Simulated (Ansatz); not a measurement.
Reactions of Ge₃H₁₄Si₃, SMILES `[SiH3][SiH2][GeH2][GeH2][SiH2][GeH3]`.

Isolated molecules relaxed with PBE0-D4/def2-TZVP in Ansatz; ΔE leaves out vibrations. CCSD(T)/CBS is the MP2 limit (def2-TZVPP, def2-QZVPP) plus CCSD(T) − MP2 in def2-TZVPP, frozen cores. def2 core potentials past Kr. For Br, Ga, Ge, Sn outer-core shells are correlated without core-valence functions, which leaves a few kJ/mol of doubt a bond. Scalar relativity is left out up to krypton. Each species was taken in one conformer, which may not be the lowest.

Q: Order these by ΔE at CCSD(T)/CBS, lowest first. (Estimate.)
A. `[SiH3][SiH2][GeH2][GeH2][SiH2][GeH3]` + `[SiH3][GeH2][SiH3]` → `[SiH3][GeH2][SiH2][GeH2][SiH2][GeH3]` + `[SiH3][SiH2][GeH3]`
B. `[SiH3][SiH2][GeH2][GeH2][SiH2][GeH3]` + `[OH][Sn][F]` → `[F][Sn][O][SiH3]` + `[SiH3][GeH2][GeH2][SiH2][GeH3]`
C. `[SiH3][SiH2][GeH2][GeH2][SiH2][GeH3]` + HBr → `[SiH3][SiH2]Br` + `[GeH3][SiH2][GeH2][GeH3]`
D. `[SiH3][SiH2][GeH2][GeH2][SiH2][GeH3]` + `[F][Ga]([SiH3])[Cl]` → `[F][Ga]([Cl])[GeH3]` + `[SiH3][SiH2][GeH2][GeH2][SiH2][SiH3]`
E. `[SiH3][SiH2][GeH2][GeH2][SiH2][GeH3]` + `N=C(N)O` → `N=C(N)O[SiH3]` + `[SiH3][GeH2][GeH2][SiH2][GeH3]`

A: B (-100.6 kJ/mol), E (-69.5 kJ/mol), C (-56.6 kJ/mol), D (-2.4 kJ/mol), A (+14.3 kJ/mol).

Largest T1 diagnostic: 0.018, for `[OH][Sn][F]`.
